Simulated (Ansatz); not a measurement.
Runs of Ansatz 0.2.0 on AlCu. Symmetry: Pm-3m, No. 221, cubic system. Conventional cell: a = 2.998 Å, b = 2.998 Å, c = 2.998 Å, α = 90.00°, β = 90.00°, γ = 90.00°. Around Cu (site symmetry m-3m) lie 8 Al at 2.60 Å. Al (site symmetry m-3m) is surrounded by 8 Cu at 2.60 Å. The cell comes from a database or a generator and needn't be the stable form of this composition.

```csv
level,cutoff (eV),gap on the mesh (eV),pressure (GPa)
r2SCAN0,500,none,(b)
HSE06,420,none,2.6
PBEsol,420,none,(a)
r2SCAN,500,none,-1.9
PBE0,420,none,2.7
LDA,420,none,-5.1
```

Alike in all rows: task projected density of states; potentials or basis Ansatz PAW; no spin polarisation; cell as given; k mesh 5 × 5 × 5; smearing fermi-dirac 0.05 eV; the mesh is coarse, so values aren't converged.

Question: Estimate the missing entries.

Answer: (a) -1.4; (b) 0.0.

Caveats: all runs use coarse meshes; the PAW data sets come from PBE, with cores solved anew for the run's functional, which leaves a small shift of forces and pressure; the density of states is complete only up to the lowest level of the last band computed; the thresholds are loose for stress (some runs).

A gap of «none» marks a metal or a gap under the smearing width.
